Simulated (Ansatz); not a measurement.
A (100) slab of TaN (P6_3/mmc (No. 194)), 13 planes, outer planes Ta (top) and Ta (bottom), with 18 atoms (Ta10N8) in a surface cell of A = 16.935 Å², as cut from the bulk:

```
CELL_PARAMETERS angstrom
2.88947 0.00000 0.00000
0.00000 5.86080 0.00000
0.00000 0.00000 25.00940
ATOMIC_POSITIONS crystal
Ta 0.50000 0.00000 0.29989
Ta 0.50000 0.50000 0.29989
N 0.00000 0.75000 0.33324
N 0.50000 0.25000 0.36659
Ta 0.00000 0.00000 0.39994
Ta 0.00000 0.50000 0.39994
N 0.50000 0.75000 0.43330
N 0.00000 0.25000 0.46665
Ta 0.50000 0.00000 0.50000
Ta 0.50000 0.50000 0.50000
N 0.00000 0.75000 0.53335
N 0.50000 0.25000 0.56670
Ta 0.00000 0.00000 0.60006
Ta 0.00000 0.50000 0.60006
N 0.50000 0.75000 0.63341
N 0.00000 0.25000 0.66676
Ta 0.50000 0.00000 0.70011
Ta 0.50000 0.50000 0.70011
```

Theory: DFT PBEsol, scalar-relativistic, plane waves, PAW (Ansatz). Settings: cutoff 420 eV, Γ-centred mesh 12×6×1 on the computed 18-atom cell, Gaussian smearing of 0.10 eV; no spin polarisation.

The relaxed slab holds 8 formula units of TaN and 2 further Ta. Against those formula units in the bulk and the further Ta in its standard state it lies 8.462 eV higher. The formation energy of TaN from the standard states is -2.255 eV a formula unit (uncorrected, no zero-point or thermal terms).

Question: Over what range can the chemical potential of Ta vary, and what is the surface energy at both ends?

Answer: In contact with the bulk, μ(Ta) + μ(N) is fixed. With Δμ counted from the standard states, Δμ(Ta) ≤ 0 keeps elemental Ta from forming, and Δμ(N) ≤ 0 requires Δμ(Ta) ≥ ΔH = -2.255 eV. Other compounds of Ta and N can narrow this range. Then γ, the mean of both faces, = [8.462 eV − 2.00·Δμ(Ta)]/(2A). At the Ta-rich end (Δμ = 0): 8.462/(2 × 16.935) × 16.02 = 4.00 J/m². At the Ta-poor end: (8.462 + 4.510)/(2 × 16.935) × 16.02 = 6.14 J/m².

Question: How does its energy depend on growth conditions?

Answer: It carries an excess of Ta, so its energy falls by 0.95 J/m² for each eV that μ(Ta) rises: Ta-rich conditions lower it; whether it appears depends on the other terminations.

The reference crystal is a form of TaN, which isn't its usual structure.